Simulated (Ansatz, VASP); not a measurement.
**Cross-check of TiO2 between VASP and Ansatz**

One calculation is typed for both programs; each brings its own data sets. How far apart do they land? The cell is taken from a series of runs on this material, whose earlier steps may have relaxed, scaled, displaced or heated it; both programs get it as it stands.

Calculated with Ansatz 0.2.0; plane waves, with VASP 6.6.1 beside it; single point at r2SCAN with D4 and single point at r2SCAN with rVV10.

## 1. Set-up

It takes space group P3_121 (No. 152, trigonal). Conventional cell: a = 5.400 Å, b = 5.400 Å, c = 5.889 Å, α = 90.00°, β = 90.00°, γ = 120.00°. Nearest to Ti lie 4 O at 1.81 Å. O has 2 Ti at 1.81 Å nearest. Farther neighbours and most contacts between anions are not listed.

Structure file:

```cif
data_structure
_symmetry_space_group_name_H-M 'P 1'
_symmetry_Int_Tables_number 1
_cell_length_a 5.3999
_cell_length_b 5.3999
_cell_length_c 5.8893
_cell_angle_alpha 90.000
_cell_angle_beta 90.000
_cell_angle_gamma 120.000
_cell_volume 148.72
loop_
_atom_site_label
_atom_site_type_symbol
_atom_site_fract_x
_atom_site_fract_y
_atom_site_fract_z
_atom_site_occupancy
Ti1 Ti 0.45144 0.00000 0.33333 1
Ti2 Ti 0.00000 0.45144 0.66667 1
Ti3 Ti 0.54856 0.54856 0.00000 1
O4 O 0.41124 0.29432 0.23183 1
O5 O 0.70568 0.11692 0.56517 1
O6 O 0.88308 0.58876 0.89850 1
O7 O 0.29432 0.41124 0.76817 1
O8 O 0.11692 0.70568 0.43483 1
O9 O 0.58876 0.88308 0.10150 1
```

## 2. VASP: single point, r2SCAN with D4, pair 1

A single point gives forces, pressure and levels at one fixed geometry, so differences don't come from the geometry; what else differs is listed under the comparison.

Lines of VASP's logs that name or quote its potential files are left out, and so is its time.

Contents of INCAR:

```
SYSTEM = TiO2
PREC = Accurate
ENCUT = 580
EDIFF = 1E-06
NELM = 120
ISMEAR = 0
SIGMA = 0.01
LREAL = .FALSE.
ALGO = Normal
METAGGA = R2SCAN
IVDW = 13
VDW_S6 = 1
VDW_S8 = 0.6018749
VDW_A1 = 0.51559235
VDW_A2 = 5.77342911
LASPH = .TRUE.
NBANDS = 45
LORBIT = 11
LWAVE = .FALSE.
LCHARG = .FALSE.
ISIF = 2
GGA_COMPAT = .FALSE.
EFERMI = MIDGAP
LMIXTAU = .TRUE.
KPAR = 2
```

Contents of POSCAR:

```
TiO2
1.0
    5.3999391196      0.0000000000      0.0000000000
   -2.6999695598      4.6764844564      0.0000000000
    0.0000000000      0.0000000000      5.8893020150
Ti O
3 6
Direct
    0.4514402527      0.0000000000      0.3333333333
    0.0000000000      0.4514402527      0.6666666667
    0.5485597473      0.5485597473      0.0000000000
    0.4112435699      0.2943233483      0.2318342219
    0.7056766517      0.1169202216      0.5651675552
    0.8830797784      0.5887564301      0.8985008886
    0.2943233483      0.4112435699      0.7681657781
    0.1169202216      0.7056766517      0.4348324448
    0.5887564301      0.8830797784      0.1014991114
```

Contents of KPOINTS:

```
Automatic mesh
0
Gamma
6 6 4
0 0 0
```

PAW data sets: Ti_sv and O (PBE family, release 64).

Run with:

```bash
$ mpirun -np 2 vasp_std
```

Numbers of over 12 decimals in the logs are rounded to 6 here.

The program printed:

```text
[banner, memory and clock lines left out]
running    2 mpi-ranks, on    1 nodes
 distrk:  each k-point on    1 cores,    2 groups
 distr:  one band on    1 cores,    1 groups

 POSCAR found type information on POSCAR TiO
 POSCAR found :  2 types and       9 ions
|                                                                             |
|               ----> ADVICE to this user running VASP <----                  |
|                                                                             |
|     You enforced a specific xc type in the INCAR file but a different       |
|     [... a line on the potential file left out ...]
|     I HOPE YOU KNOW WHAT YOU ARE DOING!                                     |
|                                                                             |

 LDA part: xc-table for (None), standard interpolation
 POSCAR, INCAR and KPOINTS ok, starting setup
 FFT: planning ... GRIDC
 FFT: planning ... GRID_SOFT
 FFT: planning ... GRID
 WAVECAR not read
 entering main loop
       N       E                     dE             d eps       ncg     rms          rms(c)
DAV:   1     0.110702816950E+04    0.11070E+04   -0.39278E+04  2192   0.191E+03
DAV:   2     0.602137069365E+02   -0.10468E+04   -0.10091E+04  2404   0.573E+02
DAV:   3    -0.133080224404E+03   -0.19329E+03   -0.19176E+03  2926   0.230E+02
DAV:   4    -0.149166235211E+03   -0.16086E+02   -0.16061E+02  3736   0.642E+01
DAV:   5    -0.150069089148E+03   -0.90285E+00   -0.90251E+00  3184   0.112E+01    0.446E+01
DAV:   6    -0.109837998257E+03    0.40231E+02   -0.13489E+02  3176   0.106E+02    0.147E+01
DAV:   7    -0.101410392462E+03    0.84276E+01   -0.16994E+01  2952   0.224E+01    0.866E+00
DAV:   8    -0.108688809558E+03   -0.72784E+01   -0.48499E+00  2816   0.120E+01    0.353E+00
DAV:   9    -0.102412501092E+03    0.62763E+01   -0.25495E+00  2386   0.988E+00    0.104E+00
DAV:  10    -0.103521700338E+03   -0.11092E+01   -0.94931E-01  2452   0.627E+00    0.601E-01
DAV:  11    -0.102997766994E+03    0.52393E+00   -0.40462E-01  2330   0.445E+00    0.489E-01
DAV:  12    -0.103388714125E+03   -0.39095E+00   -0.35139E-01  2320   0.424E+00    0.229E-01
DAV:  13    -0.103401357280E+03   -0.12643E-01   -0.28953E-02  2571   0.135E+00    0.134E-01
DAV:  14    -0.103405624912E+03   -0.42676E-02   -0.49702E-03  2563   0.549E-01    0.135E-01
DAV:  15    -0.103410309007E+03   -0.46841E-02   -0.72591E-03  2510   0.606E-01    0.414E-02
DAV:  16    -0.103411652614E+03   -0.13436E-02   -0.63659E-04  2392   0.199E-01    0.245E-02
DAV:  17    -0.103411542437E+03    0.11018E-03   -0.41268E-05  2601   0.435E-02    0.171E-02
DAV:  18    -0.103411907008E+03   -0.36457E-03   -0.11087E-04  2325   0.704E-02    0.837E-03
DAV:  19    -0.103411920047E+03   -0.13039E-04   -0.11118E-05  2428   0.308E-02    0.479E-03
DAV:  20    -0.103411932593E+03   -0.12546E-04   -0.86784E-06  2138   0.213E-02    0.236E-03
DAV:  21    -0.103411945367E+03   -0.12775E-04   -0.58700E-06  2158   0.183E-02    0.188E-03
DAV:  22    -0.103411947076E+03   -0.17082E-05   -0.67782E-07  1358   0.694E-03    0.632E-04
DAV:  23    -0.103411947699E+03   -0.62372E-06   -0.22840E-07  1320   0.345E-03
   1 F= -.10391285E+03 E0= -.10391285E+03  d E =0.000000E+00
```

From OUTCAR (step 2):

```text
ion  position               nearest neighbor table
   1  0.451  0.000  0.333-   4 1.81   8 1.81   9 1.81   5 1.81
   2  0.000  0.451  0.667-   7 1.81   5 1.81   8 1.81   6 1.81
   3  0.549  0.549  0.000-   9 1.81   6 1.81   4 1.81   7 1.81
   4  0.411  0.294  0.232-   1 1.81   3 1.81
   5  0.706  0.117  0.565-   2 1.81   1 1.81
   6  0.883  0.589  0.899-   3 1.81   2 1.81
   7  0.294  0.411  0.768-   2 1.81   3 1.81
   8  0.117  0.706  0.435-   1 1.81   2 1.81
   9  0.589  0.883  0.101-   3 1.81   1 1.81

  LATTYP: Found a hexagonal cell.
 ALAT       =     5.3999391196
 C/A-ratio  =     1.0906237801

 Subroutine GETGRP returns: Found  6 space group operations
 (whereof  2 operations were pure point group operations)

The static configuration has the point symmetry C_2 .
 The point group associated with its full space group is D_3 .

 Found     24 irreducible k-points:

   k-points           NKPTS =     24   k-points in BZ     NKDIM =     24   number of bands    NBANDS=     45

   dimension x,y,z NGX =    42 NGY =   42 NGZ =   48
   dimension x,y,z NGXF=    84 NGYF=   84 NGZF=   96

   ENCUT  =  580.0 eV  42.63 Ry    6.53 a.u.  10.60 10.60 11.56*2*pi/ulx,y,z

   NELECT =      72.0000    total number of electrons

 k-points in reciprocal lattice and weights: Automatic mesh
   0.00000000  0.00000000  0.00000000       0.007
   0.16666667  0.00000000  0.00000000       0.042
   0.33333333  0.00000000  0.00000000       0.042
   0.50000000  0.00000000  0.00000000       0.021
   0.16666667  0.16666667  0.00000000       0.042
   0.33333333  0.16666667  0.00000000       0.083
   0.33333333  0.33333333  0.00000000       0.014
   0.00000000  0.00000000  0.25000000       0.014
   0.16666667  0.00000000  0.25000000       0.042
[...]
0.33333333  0.16666667  0.50000000       0.083
   0.33333333  0.33333333  0.50000000       0.014

 average (electrostatic) potential at core
       1 -84.3250       2 -84.3250       3 -84.3250       4 -77.3312       5 -77.3312
       6 -77.3312       7 -77.3312       8 -77.3312       9 -77.3312

 E-fermi :   1.2584

 k-point     1 :       0.0000    0.0000    0.0000
  band No.  band energies     occupation
    ...
     32      -1.6371      2.00000
     33      -1.6165      2.00000
     34      -1.3000      2.00000
     35      -1.0975      2.00000
     36      -1.0975      2.00000
     37       3.4837      0.00000
     38       3.9213      0.00000
     39       3.9213      0.00000
     40       4.2029      0.00000
     41       4.2029      0.00000
    ...

 k-point     2 :       0.1667    0.0000    0.0000
  band No.  band energies     occupation
    ...
     32      -1.6091      2.00000
     33      -1.4373      2.00000
     34      -1.3350      2.00000
     35      -1.1753      2.00000
     36      -1.0522      2.00000
     37       3.5561      0.00000
     38       3.8123      0.00000
     39       3.9066      0.00000
     40       4.1604      0.00000
     41       4.2926      0.00000
    ...

 k-point     3 :       0.3333    0.0000    0.0000
  band No.  band energies     occupation
    ...
     32      -1.5831      2.00000
     33      -1.4644      2.00000
     34      -1.4430      2.00000
     35      -1.1215      2.00000
     36      -0.8830      2.00000
     37       3.5952      0.00000
     38       3.6671      0.00000
     39       3.8661      0.00000
     40       4.2913      0.00000
     41       4.6314      0.00000
    ...

  DFT-D4 for vdW energy calculation

  Edisp (eV):   -0.50090

  Total       0.72918     0.72918     0.77853     0.00000     0.00000    -0.00000
  in kB       7.85547     7.85547     8.38719     0.00000     0.00000    -0.00000
  external pressure =        8.03 kB  Pullay stress =        0.00 kB

  energy-cutoff  :      580.00
  volume of cell :      148.72
      direct lattice vectors                 reciprocal lattice vectors
     5.399939120  0.000000000  0.000000000     0.185187273  0.106917922  0.000000000
    -2.699969560  4.676484456  0.000000000     0.000000000  0.213835844  0.000000000
     0.000000000  0.000000000  5.889302015     0.000000000  0.000000000  0.169799409

 POSITION                                       TOTAL-FORCE (eV/Angst)
 -----------------------------------------------------------------------------------
      2.43775      0.00000      1.96310        -0.028067     -0.000000      0.000000
     -1.21887      2.11115      3.92620         0.014033     -0.024307      0.000000
      1.48109      2.56533      0.00000         0.014033      0.024307      0.000000
      1.42603      1.37640      1.36534        -0.030394      0.003235      0.022309
      3.49493      0.54678      3.32844         0.012395     -0.027939      0.022309
      3.17895      2.75331      5.29154         0.017998      0.024704      0.022309
      0.47898      1.92317      4.52396         0.017998     -0.024704     -0.022309
     -1.27394      3.30009      2.56086        -0.030394     -0.003235     -0.022309
      0.79496      4.12971      0.59776         0.012395      0.027939     -0.022309
 -----------------------------------------------------------------------------------
    total drift:                                0.000002      0.000003     -0.000000

  FREE ENERGIE OF THE ION-ELECTRON SYSTEM (eV)
  ---------------------------------------------------
  free  energy   TOTEN  =      -103.9128511483 eV

  energy  without entropy=     -103.9128511483  energy(sigma->0) =     -103.91285115

 total charge
# of ion       s       p       d       tot
------------------------------------------
    1        2.260   6.301   1.912  10.472
    2        2.260   6.301   1.912  10.472
    3        2.260   6.301   1.912  10.472
    4        1.581   3.508   0.000   5.088
    5        1.581   3.508   0.000   5.088
    6        1.581   3.508   0.000   5.088
    7        1.581   3.508   0.000   5.088
    8        1.581   3.508   0.000   5.088
    9        1.581   3.508   0.000   5.088
--------------------------------------------------
tot         16.264  39.949   5.735  61.947

[... 3 further parts left out ...]
```

This run has no spin polarisation, so a moment on Ti, if there is one, isn't seen.

## 3. Ansatz: single point, r2SCAN with D4, pair 1

Ansatz runs on its default PAW (the set named soft_2) files.

The same cell, functional and mesh now go to Ansatz.

Contents of input.yaml:

```yaml
crystal:
  lattice:
    - [5.3999391196, 0.0, 0.0]
    - [-2.6999695598, 4.6764844564, 0.0]
    - [0.0, 0.0, 5.889302015]
  atoms:
    - { symbol: Ti, position: [0.4514402527, 0.0, 0.3333333333] }
    - { symbol: Ti, position: [0.0, 0.4514402527, 0.6666666667] }
    - { symbol: Ti, position: [0.5485597473, 0.5485597473, 0.0] }
    - { symbol: O, position: [0.4112435699, 0.2943233483, 0.2318342219] }
    - { symbol: O, position: [0.7056766517, 0.1169202216, 0.5651675552] }
    - { symbol: O, position: [0.8830797784, 0.5887564301, 0.8985008886] }
    - { symbol: O, position: [0.2943233483, 0.4112435699, 0.7681657781] }
    - { symbol: O, position: [0.1169202216, 0.7056766517, 0.4348324448] }
    - { symbol: O, position: [0.5887564301, 0.8830797784, 0.1014991114] }
kpoints:
  mp_grid: { grid: [6, 6, 4] }
hamiltonian:
  xc: r2scan
  dispersion: d4
scf:
  occupations: { method: fixed }
  n_extra_bands: 7
  lower_state_search: "off"
  convergence: { dr2_threshold: 1.0e-09 }
output:
  eigenvalues: true
basis:
  ecutwfc: 650
```

Run with:

```bash
$ ansatz run input.yaml --threads 20 --pin off --max-ram 73728MiB --backend cpu --events-out ev --progress --plain --runs-dir out
```

The program printed:

```text
scf.n_extra_bands = 7 over 36 filled bands (N_el = 72.0): the run solves 43 bands
Engine: ansatz 0.2.0, aarch64-unknown-linux-gnu
Pseudopotentials: kind: paw
Pseudopotential: Ti, paw, valence charge 12, recommended cutoff 500 eV (meta_gga), Ti.paw.azcp
Pseudopotential: O, paw, valence charge 6, recommended cutoff 500 eV (meta_gga), O.paw.azcp
Functional definition: r2SCAN
  parameter k0 = 0.174
  parameter k1 = 0.065
  parameter a1 = 4.9479
  exchange = r2scan_x(k0 = k0, k1 = k1, a1 = a1)
  correlation = r2scan_c
Crystal: 9 atoms, lattice volume = 148.721 Å³
Basis set: ecut = 650 eV, 5629 PW (Γ), exchange–correlation on 180×180×200 points (64 copies of the dense FFT grid, shifted against one another)
Bands: 43, of which v1, the nominal top of the filled ones, is band 36 counted from 1 (35 counted from 0)
Symmetry: 6 space group operations
Space group: P3121 (ITA 152), of the structure as read, at distance tolerance 5.3e-5 Å
k-points: 24 of 144 (time reversal used)
Non-local potential: Ti, projectors of the file, l = 0: 3, l = 1: 2, l = 2: 3, l = 3: 1
Non-local potential: O, projectors of the file, l = 0: 2, l = 1: 2, l = 2: 1
PAW form: soft (Blöchl's): semilocal exchange-correlation on the pseudo side does not see the compensation charge
PAW frozen core: Ti, regenerated for the run's functional (the file was generated under x = pbe(κ = 0.804, μ = 0.219515), c = pbe(β = 0.066725))
PAW frozen core: O, regenerated for the run's functional (the file was generated under x = pbe(κ = 0.804, μ = 0.219515), c = pbe(β = 0.066725))
PAW one-centre angular grid: Ti, 590 points (default); XC on 160 Gauss nodes
PAW one-centre angular grid: O, 302 points (default); XC on 160 Gauss nodes
Initial density: superposition of atomic densities (neutral atoms: chi_scale 0, normalization atom), corrected by the library's trained network
Initial wavefunctions: pseudopotential atomic-orbital guess
Functional: x = r2scan, c = r2scan; τ floored in thin density (d = 2e-4 eV/Å³)
SCF iter   1: F=-10937.748960 eV  HF=-10938.287912 eV  |F-HF|=5.39e-1  |Δ(HF+E_count)|=         —  Δρ=2.11e-2  dr2=7.68e-1  dr2_τ=5.84e-1  ethr=1.77e-3  ⟨swp⟩=3.9  Hψ=3694  notcnv=0  defer=107
preconditioner: auto → Resta (q_TF=auto, 2.418 Å⁻¹)  ε∞=4.7  [insulator: Δε(μ)=4.590 eV  Ē_g=10.969 eV  n_scr=28 (ndim 8)  ℏωp=21.1 eV  f_vac=0.233  ε∞_Penn≈4.7]
SCF iter   2: F=-10938.186508 eV  HF=-10938.298611 eV  |F-HF|=1.12e-1  |Δ(HF+E_count)|=   1.07e-2  Δρ=1.23e-2  dr2=1.36e-1  dr2_τ=5.09e-2  ethr=1.07e-3  ⟨swp⟩=4.0  Hψ=2348  notcnv=0  defer=111
SCF iter   3: F=-10938.273676 eV  HF=-10938.276406 eV  |F-HF|=2.73e-3  |Δ(HF+E_count)|=   2.22e-2  Δρ=3.34e-3  dr2=8.86e-3  dr2_τ=7.43e-4  ethr=1.89e-4  ⟨swp⟩=2.0  Hψ=1587  notcnv=0  defer=100
SCF iter   4: F=-10938.276175 eV  HF=-10938.276307 eV  |F-HF|=1.32e-4  |Δ(HF+E_count)|=   9.95e-5  Δρ=7.68e-4  dr2=5.19e-4  dr2_τ=1.17e-4  ethr=1.23e-5  ⟨swp⟩=2.0  Hψ=1570  notcnv=0  defer=117
SCF iter   5: F=-10938.276428 eV  HF=-10938.276421 eV  |F-HF|=6.17e-6  |Δ(HF+E_count)|=   1.15e-4  Δρ=1.49e-4  dr2=3.69e-5  dr2_τ=2.10e-6  ethr=7.20e-7  ⟨swp⟩=2.0  Hψ=1570  notcnv=0  defer=117
SCF iter   6: F=-10938.276440 eV  HF=-10938.276439 eV  |F-HF|=2.91e-7  |Δ(HF+E_count)|=   1.81e-5  Δρ=3.10e-5  dr2=2.91e-6  dr2_τ=7.77e-8  ethr=5.13e-8  ⟨swp⟩=2.8  Hψ=1775  notcnv=0  defer=42
SCF iter   7: F=-10938.276230 eV  HF=-10938.276230 eV  |F-HF|=4.86e-8  |Δ(HF+E_count)|=   2.09e-4  Δρ=9.55e-6  dr2=2.39e-7  dr2_τ=6.78e-9  ethr=4.04e-9  ⟨swp⟩=2.0  Hψ=1454  notcnv=0  defer=41
SCF iter   8: F=-10938.276230 eV  HF=-10938.276230 eV  |F-HF|=5.27e-9  |Δ(HF+E_count)|=   1.12e-7  Δρ=2.31e-6  dr2=1.20e-8  dr2_τ=5.27e-10  ethr=3.32e-10  ⟨swp⟩=2.0  Hψ=1415  notcnv=0  defer=41
SCF iter   9: F=-10938.276230 eV  HF=-10938.276230 eV  |F-HF|=2.36e-10  |Δ(HF+E_count)|=   8.55e-9  Δρ=6.88e-7  dr2=7.44e-10  dr2_τ=5.38e-11  ethr=1.39e-12  ⟨swp⟩=12.5  Hψ=3668  notcnv=0
SCF 1 converged in 9 iterations: F = -10938.276230 eV  dr2 = 7.44e-10
  greatest PAW one-centre occupation: 1.000 electrons in one spin orbital (limit 2), on the Ti atom at site 0 (counted from 0), in its partial waves of l = 1
SCF converged after 9 iterations
Free energy (F): -10938.276230 eV
Harris-Foulkes:  -10938.276230 eV  (|F-HF|=2.36e-10)
Internal energy: -10938.276230 eV  (E = F + TS)
E sigma→0 (E₀):  -10938.276230 eV
Fermi energy:    1.913549 eV
--- Per-component energies (eV) ---
  E_band       = -1055.192630
  E_kinetic    = 1875.729765
  E_local      = -7170.510371  (includes V_loc(G=0)·N_el)
  E_nonlocal   = 291.855552
  E_hartree    = 2833.258328
  E_xc         = -719.816062
  E_vxc        = -1037.168244  (∫ρ·V_xc dr)
  E_paw        = -4124.548712  (= ΣΔE_a)
  E_vpaw       = -752.857573  (= ΣTr[D̂ρ^β])
  E_aug_tail   = 0.002655  (compensation charges beyond the density's cutoff)
  E_vtau       = 71.238426  (kinetic-family band-sum trace: ∫τ·v_τ [+ j·A + Jᵃ·Aᵃ] dr)
  E_ewald      = -3922.793706
  E_disp       = -0.501662  (pairwise vdW)
  E_core_change = -0.952017  (= ΣΔE_core)
  E_smearing   = -0.000000  (= −TS)
  E_closure    = 0.000000  (closes the sum)
  Σ components = -10938.276230   (vs F -10938.276230, Δ=0.00e0)
--- Band table (eV; the first three rows and the last of 24) ---
  k-point 0: bands = [... 32 lower, 1.0918, 1.4064, 1.6063, 1.6063, 6.1874, 6.6288, 6.6288, 6.9079, ... 3 higher]
  k-point 1: bands = [... 32 lower, 1.2156, 1.6082, 1.6958, 1.7716, 6.2231, 6.3182, 6.4962, 6.8877, ... 3 higher]
  k-point 2: bands = [... 32 lower, 1.1331, 1.8056, 1.8056, 1.8631, 6.0127, 6.4054, 6.4054, 6.8239, ... 3 higher]
  k-point 23: bands = [... 32 lower, 1.1389, 1.4430, 1.4430, 1.6542, 6.8765, 6.8765, 6.8908, 7.2047, ... 3 higher]
```

## 4. Comparison

Known differences besides the potentials themselves: VASP keeps PBE cores, Ansatz makes them for the functional; fixed occupations in Ansatz, narrow Gaussian smearing in VASP; the cutoff is 650 eV in Ansatz and 580 eV in VASP; in our runs with r2SCAN, forces from VASP's data set Ti_sv part from Ansatz's all-electron ones, so neither program is the reference here. Total energies have different zeros and are not compared.

The two programs side by side:

| quantity | Ansatz | VASP | difference |
| --- | --- | --- | --- |
| gap on the k mesh (eV) | 4.099 | 4.098 | +0.002 |

A gap on the mesh is an upper bound, since the band edges may lie between its points.

[end of part 1 of 2]

[Lines on the potential files, build, host, timing and source positions are cut from VASP's logs without a mark.]

[Logs are printed without paths, hosts, clocks, repeated set-up lines and the standing remarks that a program may print on its own settings, such as how far it seeks lower states.]

[Hosts, paths, dates, database ids (printed as entryN), source tags and the programs' standing remarks are cut or masked in the printed files.]
